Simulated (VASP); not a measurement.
# Mg8S7 (a cell with a defect) in VASP: a series of runs, part 2 of 2

VASP 6.6.1. The steps go on from the part before.

## Step 3: Single point, PBE

Input file INCAR:

```
SYSTEM = Mg8S7
PREC = Accurate
ENCUT = 520
EDIFF = 1E-6
ISMEAR = -1
SIGMA = 0.1
LREAL = Auto
LASPH = .True.
NELM = 80
ALGO = Normal
ISIF = 2
LWAVE = .False.
LCHARG = .False.
GGA = PE
NBANDS = 42
```

Input file KPOINTS:

```
Automatic mesh
0
Gamma
  2 2 2
  0 0 0
```

Input file POSCAR:

```
Mg8S7
1.0
    0.0000000000      5.2477720000      5.2477720000
    5.2477720000      0.0000000000      5.2477720000
    5.2477720000      5.2477720000      0.0000000000
Mg S
8 7
Direct
    0.0304312001     -0.0104316651     -0.0118200638
   -0.0127044391     -0.0361804972      0.5350123824
   -0.0119747962      0.5347568454     -0.0359624999
   -0.0221687413      0.5091098661      0.5077046983
    0.4947539642     -0.0070452756     -0.0084936998
    0.5001332947      0.0505823233      0.4495487799
    0.5005258422      0.4513424935      0.0489481060
    0.5086442399      0.5118604619      0.5105141763
    0.2346710185      0.2506799076      0.2490561709
    0.2516080157      0.2698368946      0.7419610646
    0.2518569785      0.7432923915      0.2680848177
    0.7628334463      0.2501002330      0.2492324362
    0.7645436959      0.2298196263      0.7560305593
    0.7647410177      0.7573355893      0.2280427770
    0.4067755802      0.7492992264      0.7474449157
```

Potentials or basis: VASP PAW PBE potentials, release 64 (Mg, S).

Run with:

```bash
cat potpaw_PBE.64/Mg/POTCAR potpaw_PBE.64/S/POTCAR > POTCAR
mpirun -np 1 vasp_std > vasp.out
```

Run time: 1.8 min. Hardware: 1 thread of AMD EPYC 9R45 (Zen 5), shared host; peak memory 0.38 GiB.

Results (log left out):

```
Free energy            : -58.0518 eV
Pressure               : 0.0 GPa
Largest force          : 1.610 eV/Å
Band gap on the k mesh : 0.36 eV, indirect (least direct gap 0.64 eV)
```

Forces on the atoms (eV/Å):
```
Mg  -0.032  0.074  0.075
Mg   0.001 -0.132 -0.062
Mg   0.001 -0.070 -0.127
Mg  -0.044  0.150  0.152
Mg   0.052  0.146  0.147
Mg   0.000  0.177 -0.004
Mg  -0.001 -0.013  0.172
Mg   0.001  0.065  0.067
S   -0.005  0.020  0.025
S   -0.072  0.185  0.149
S   -0.063  0.152  0.182
S   -0.002  0.040  0.043
S    0.063  0.151  0.182
S    0.073  0.184  0.147
S    0.027 -1.129 -1.147
```

Stress tensor (GPa, compression positive):
```
-0.65 -0.01 -0.01
-0.01  0.39 -1.19
-0.01 -1.19  0.40
```

Levels at points of the mesh, in eV from the valence-band top:
```
           k point  band 26  band 27  band 28  band 29  band 30  band 31  band 32  band 33
(0.00, 0.00, 0.00)    -2.48    -2.40    -2.20    -1.42     0.68     0.82     1.71     1.72
(0.50, 0.00, 0.00)    -2.75    -2.52    -2.51    -0.35     0.87     1.70     2.05     2.36
(0.00, 0.50, 0.00)    -2.62    -2.47    -2.37    -0.56     0.83     1.83     1.96     2.07
(0.00, 0.00, 0.50)    -2.62    -2.47    -2.37    -0.56     0.83     1.83     1.96     2.07
(0.50, 0.50, 0.50)    -2.76    -2.52    -2.49    -0.35     0.87     1.70     2.04     2.35
(0.50, 0.50, 0.00)    -2.83    -2.76    -2.37     0.00     1.06     1.59     2.19     2.74
(0.00, 0.50, 0.50)    -3.02    -2.71    -2.56    -0.28     0.36     2.16     2.33     2.50
(0.50, 0.00, 0.50)    -2.83    -2.76    -2.37     0.00     1.06     1.59     2.20     2.74
```

Caveat: the k mesh is coarse (spacing up to 0.52 Å⁻¹), so the values aren't converged. Expect the measured gap to be larger: semilocal functionals such as PBE lack the derivative discontinuity.

## Step 4: Single point, PBE

Input file INCAR:

```
SYSTEM = Mg8S7
  ALGO = Normal
  EDIFF = 1E-6
  ENCUT = 520
  GGA = PE
  ISIF = 2
  ISMEAR = -1
  LASPH = .True.
  LCHARG = .False.
  LREAL = Auto
  LWAVE = .False.
  NBANDS = 42
  NELM = 100
  PREC = Accurate
  SIGMA = 0.1
```

Input file KPOINTS:

```
k-points
0
Gamma
  2 2 2
  0 0 0
```

Input file POSCAR:

```
Mg8S7
1.0
    0.0000000000      5.2477720000      5.2477720000
    5.2477720000      0.0000000000      5.2477720000
    5.2477720000      5.2477720000      0.0000000000
Mg S
8 7
Direct
    0.0205246150     -0.0045803248     -0.0059416644
   -0.0138920860     -0.0320054873      0.5309316983
   -0.0133940651      0.5304916067     -0.0315844515
   -0.0048538694      0.5038303874      0.5024202652
    0.5016908128     -0.0025325033     -0.0039666357
    0.4963022403      0.0310811903      0.4681861178
    0.4967295645      0.4701784872      0.0291499897
    0.5109101539      0.5051103592      0.5037667414
    0.2358337024      0.2508002444      0.2487170746
    0.2587578119      0.2585647776      0.7430778243
    0.2588782439      0.7445521642      0.2569398975
    0.7560014993      0.2500288694      0.2491065732
    0.7613651089      0.2417047654      0.7546740788
    0.7614169404      0.7561312687      0.2400537790
    0.3162731727      0.7502744974      0.7482843195
```

Run with:

```bash
cat potpaw_PBE.64/Mg/POTCAR potpaw_PBE.64/S/POTCAR > POTCAR
mpirun -np 1 vasp_std > vasp.out
```

Run time: 1.8 min. Hardware: 1 thread of AMD EPYC 9R45 (Zen 5), shared host; peak memory 0.38 GiB.

It converged, with:

| Quantity | Value |
| --- | --- |
| Free energy | -58.9848 eV |
| Pressure | -1.3 GPa |
| Largest force | 0.697 eV/Å |
| Band gap on the k mesh | 0.58 eV, direct |

Forces in eV/Å, atoms in the order of the input:
```
Mg   0.055  0.018  0.020
Mg   0.000  0.000  0.065
Mg   0.001  0.056  0.007
Mg  -0.050  0.090  0.091
Mg   0.051  0.086  0.087
Mg  -0.002  0.121 -0.112
Mg  -0.003 -0.113  0.116
Mg  -0.067  0.016  0.018
S   -0.002  0.023  0.022
S   -0.070  0.085  0.008
S   -0.069  0.013  0.083
S    0.000  0.000  0.005
S    0.072  0.011  0.080
S    0.074  0.083  0.007
S    0.011 -0.490 -0.496
```

Stress tensor (GPa, compression positive):
```
-1.46  0.00  0.00
 0.00 -1.17 -0.12
 0.00 -0.12 -1.16
```

Levels at points of the mesh, in eV from the valence-band top:
| k point | band 25 | band 26 | band 27 | band 28 | band 29 | band 30 | band 31 | band 32 | band 33 | band 34 |
| --- | --- | --- | --- | --- | --- | --- | --- | --- | --- | --- |
| (0.00, 0.00, 0.00) | -2.52 | -2.13 | -2.12 | -2.04 | -1.81 | 0.93 | 0.97 | 1.29 | 1.99 | 2.56 |
| (0.50, 0.00, 0.00) | -2.65 | -2.64 | -2.24 | -2.22 | -0.48 | 0.96 | 2.11 | 2.37 | 2.38 | 2.60 |
| (0.00, 0.50, 0.00) | -2.65 | -2.60 | -2.27 | -2.20 | -0.52 | 0.94 | 2.16 | 2.16 | 2.38 | 2.61 |
| (0.00, 0.00, 0.50) | -2.65 | -2.60 | -2.27 | -2.20 | -0.52 | 0.94 | 2.16 | 2.16 | 2.38 | 2.61 |
| (0.50, 0.50, 0.50) | -2.65 | -2.64 | -2.24 | -2.22 | -0.48 | 0.96 | 2.11 | 2.37 | 2.38 | 2.59 |
| (0.50, 0.50, 0.00) | -2.63 | -2.62 | -2.55 | -2.52 | -0.04 | 0.86 | 2.36 | 2.44 | 2.99 | 3.21 |
| (0.00, 0.50, 0.50) | -2.71 | -2.70 | -2.57 | -2.44 | 0.00 | 0.58 | 2.56 | 2.57 | 2.89 | 3.23 |
| (0.50, 0.00, 0.50) | -2.62 | -2.62 | -2.55 | -2.52 | -0.04 | 0.87 | 2.36 | 2.45 | 2.99 | 3.21 |

Caveat: the k mesh is coarse (spacing up to 0.52 Å⁻¹), so the values aren't converged. PBE gaps usually lie below the measured ones, often by a third to a half.

## Step 5: Single point, PBE

Input file INCAR:

```
PREC = Accurate
ENCUT = 520
EDIFF = 1E-6
ISMEAR = -1
SIGMA = 0.1
LREAL = Auto
LASPH = T
NELM = 100
ALGO = Normal
ISIF = 2
LWAVE = F
LCHARG = F
GGA = PE
NBANDS = 42
```

Input file KPOINTS:

```
regular mesh
0
Gamma
  2 2 2
```

Input file POSCAR:

```
Mg8S7
1.0
    0.0000000000      5.2477720000      5.2477720000
    5.2477720000      0.0000000000      5.2477720000
    5.2477720000      5.2477720000      0.0000000000
Mg S
8 7
Direct
    0.0005082157      0.0010339626     -0.0023627170
   -0.0037396823     -0.0044952410      0.5037861782
    0.0001688336      0.5014617632     -0.0025931005
   -0.0029497280      0.5043901488      0.5012074648
    0.5022080799     -0.0012373823     -0.0043114487
    0.5058841162     -0.0045338288      0.5034002049
    0.5023441377      0.5013254196     -0.0023342287
    0.5008941890      0.5008844706      0.4975188518
    0.2509963276      0.2489114428      0.2503028904
    0.2497252167      0.2518874677      0.7481679844
    0.2507647055      0.7508123447      0.2477096947
    0.7511234291      0.2509437338      0.2478687146
    0.7501182407      0.2511184747      0.7483809319
    0.7510431093      0.7504807755      0.2468192216
    0.2513278969      0.7499189180      0.7487656666
```

Potentials or basis: VASP PAW PBE potentials, release 64 (Mg, S).

Run with:

```bash
cat potpaw_PBE.64/Mg/POTCAR potpaw_PBE.64/S/POTCAR > POTCAR
mpirun -np 1 vasp_std > vasp.out
```

OUTCAR:

```text
PREC = Accurate
   ENCUT = 520
   EDIFF = 1E-6
   ISMEAR = -1
   LREAL = Auto
   LASPH = T
   NELM = 100
   ISIF = 2
   GGA = PE

 ion  position               nearest neighbor table
   1  0.001  0.001  0.998-  13 2.62  15 2.62  14 2.62  10 2.62  12 2.62  11 2.63
   2  0.996  0.996  0.504-  15 2.62  13 2.63  11 2.63  12 2.63   9 2.67   6 3.64   4 3.65
   3  0.000  0.501  0.997-  14 2.62  10 2.62  12 2.62  15 2.62   9 2.64
   4  0.997  0.504  0.501-  10 2.62  11 2.62  13 2.63  14 2.63   9 2.66   6 3.64   2 3.65
[... 579 lines left out ...]
  volume of cell :      289.04
      direct lattice vectors                 reciprocal lattice vectors
     0.000000000  5.247772000  5.247772000    -0.095278530  0.095278530  0.095278530
     5.247772000  0.000000000  5.247772000     0.095278530 -0.095278530  0.095278530
     5.247772000  5.247772000  0.000000000     0.095278530  0.095278530 -0.095278530

 POSITION                                       TOTAL-FORCE (eV/Angst)
 -----------------------------------------------------------------------------------
      5.24080      5.23804      0.00809         0.002147      0.006319      0.000228
      7.86794      7.87190     10.45233        -0.005127     -0.011722     -0.008098
      7.86572      5.23505      2.63244        -0.001153     -0.005483     -0.003289
      5.27715      7.86251      7.87922         0.009375     -0.000409     -0.002139
     10.46643      7.86062      7.87675        -0.010002      0.007797      0.004753
      7.86571      5.29649      7.87874        -0.002007      0.012021      0.002481
      7.86636      7.87171      5.26703         0.001163     -0.009259      0.008133
      5.23939      5.23944      5.25711         0.005531      0.000671     -0.001932
      2.61976      2.63070      2.62340         0.002691     -0.001003     -0.004530
      5.24806      5.23672      2.63235         0.001701      0.010728     -0.000704
      5.24002      2.61588      5.25605        -0.009037     -0.000731      0.003527
      2.61765      5.24248      5.25862        -0.004256     -0.013162      0.008085
      5.24514      7.86378      5.25426         0.003489      0.000441      0.001239
      5.23360      5.23655      7.87965         0.004887      0.005018      0.001846
      7.86475      5.24826      5.25432         0.000596     -0.001224     -0.009601
 -----------------------------------------------------------------------------------
    total drift:                               -0.008045     -0.008223      0.010553

  FREE ENERGIE OF THE ION-ELECTRON SYSTEM (eV)
  ---------------------------------------------------
  free  energy   TOTEN  =       -59.1747951707 eV

  energy  without entropy=      -59.1283025190  energy(sigma->0) =      -59.15154884
```

OSZICAR:

```text
N       E                     dE             d eps       ncg     rms          rms(c)
DAV:   1     0.258977781688E+03    0.25898E+03   -0.22377E+04   672   0.114E+03
DAV:   2    -0.335820224144E+02   -0.29256E+03   -0.27995E+03   884   0.182E+02
DAV:   3    -0.618643115428E+02   -0.28282E+02   -0.28117E+02   832   0.602E+01
DAV:   4    -0.623876667308E+02   -0.52336E+00   -0.52273E+00   864   0.975E+00
DAV:   5    -0.623971795685E+02   -0.95128E-02   -0.95110E-02   878   0.137E+00    0.121E+01
DAV:   6    -0.594919453282E+02    0.29052E+01   -0.60716E+00   782   0.701E+00    0.933E+00
DAV:   7    -0.591831791325E+02    0.30877E+00   -0.17167E+00   816   0.383E+00    0.538E+00
DAV:   8    -0.591762515173E+02    0.69276E-02   -0.11966E-01   864   0.135E+00    0.117E+00
DAV:   9    -0.591746119058E+02    0.16396E-02   -0.65076E-03   768   0.292E-01    0.390E-01
DAV:  10    -0.591746954301E+02   -0.83524E-04   -0.14295E-03   864   0.126E-01    0.111E-01
DAV:  11    -0.591748097050E+02   -0.11427E-03   -0.29371E-04   800   0.718E-02    0.762E-02
DAV:  12    -0.591747997523E+02    0.99527E-05   -0.29107E-05   840   0.170E-02    0.434E-02
DAV:  13    -0.591747948291E+02    0.49233E-05   -0.34460E-05   832   0.175E-02    0.100E-02
DAV:  14    -0.591747951707E+02   -0.34161E-06   -0.21581E-06   712   0.545E-03
   1 F= -.59174795E+02 E0= -.59151549E+02  d E =-.464927E-01
```

stdout:

```text
POSCAR found type information on POSCAR MgS
 POSCAR found :  2 types and      15 ions
 scaLAPACK will be used
 LDA part: xc-table for (Slater+PW92), standard interpolation
 POSCAR, INCAR and KPOINTS ok, starting setup
 FFT: planning ... GRIDC
 FFT: planning ... GRID_SOFT
 FFT: planning ... GRID
 WAVECAR not read
 entering main loop
```

Wall time 1.8 min (1 thread of AMD EPYC 9R45 (Zen 5), shared host); peak memory 0.38 GiB.

What came out:

- Free energy: -59.1748 eV
- Pressure: -1.8 GPa
- Largest force: 0.016 eV/Å
- Band gap on the k mesh: 0.49 eV, direct

Forces on the atoms (eV/Å):
```
Mg   0.002  0.006  0.000
Mg  -0.005 -0.012 -0.008
Mg  -0.001 -0.005 -0.003
Mg   0.009  0.000 -0.002
Mg  -0.010  0.008  0.005
Mg  -0.002  0.012  0.002
Mg   0.001 -0.009  0.008
Mg   0.006  0.001 -0.002
S    0.003 -0.001 -0.005
S    0.002  0.011 -0.001
S   -0.009 -0.001  0.004
S   -0.004 -0.013  0.008
S    0.003  0.000  0.001
S    0.005  0.005  0.002
S    0.001 -0.001 -0.010
```

Caveat: the k mesh is coarse (spacing up to 0.52 Å⁻¹), so the values aren't converged.
